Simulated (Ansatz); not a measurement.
A plane-wave DFT run in Ansatz 0.2.0 (scalar-relativistic PAW potentials unless the input names others): input and command.

```yaml
crystal:
  lattice:
    - [4.3796845605, 0.0, 0.0]
    - [-2.1898422803, 3.79291809, 0.0]
    - [0.0, 0.0, 2.699890672]
  atoms:
    - { symbol: ir, position: [0.0, 0.0, 0.0] }
    - { symbol: Ir, position: [0.3333333333, 0.6666666667, 0.5] }
    - { symbol: Ir, position: [0.6666666667, 0.3333333333, 0.5] }
basis:
  ecutwfc: 420
kpoints:
  mp_grid: { grid: [12, 12, 16] }
hamiltonian:
  xc: pbe
scf:
  occupations: { method: gaussian, width: 0.1 }
  max_iter: 75
output:
  forces: true
  eigenvalues: true
  stress: true
relax:
  adjacent_minimum: "off"
  f_tol: 0.01
  max_steps: 60
  cell: { stress_tol: 0.1 }
```

```bash
ansatz run input.yaml --threads 1 --pin off --max-ram 2560MiB --backend cpu --events-out ev --progress --plain --runs-dir out
```

Problem. What will the program do with this input?

Solution. The program refuses it, because of an unknown element (crystal.atoms[0].symbol: "Ir" → "ir"). With the sound run's settings it is accepted.

Abridged log:
```
Error: YAML parse error: error: line 7 column 17: `ir` is not an element symbol (H … Og, case-exact)
 --> <input>:7:17
  |
5 |     - [0.0, 0.0, 2.699890672]
6 |   atoms:
7 |     - { symbol: ir, position: [0.0, 0.0, 0.0] }
  |                 ^ `ir` is not an element symbol (H … Og, case-exact)
8 |     - { symbol: Ir, position: [0.3333333333, 0.6666666667, 0.5] }
9 |     - { symbol: Ir, position: [0.6666666667, 0.3333333333, 0.5] }
  |
```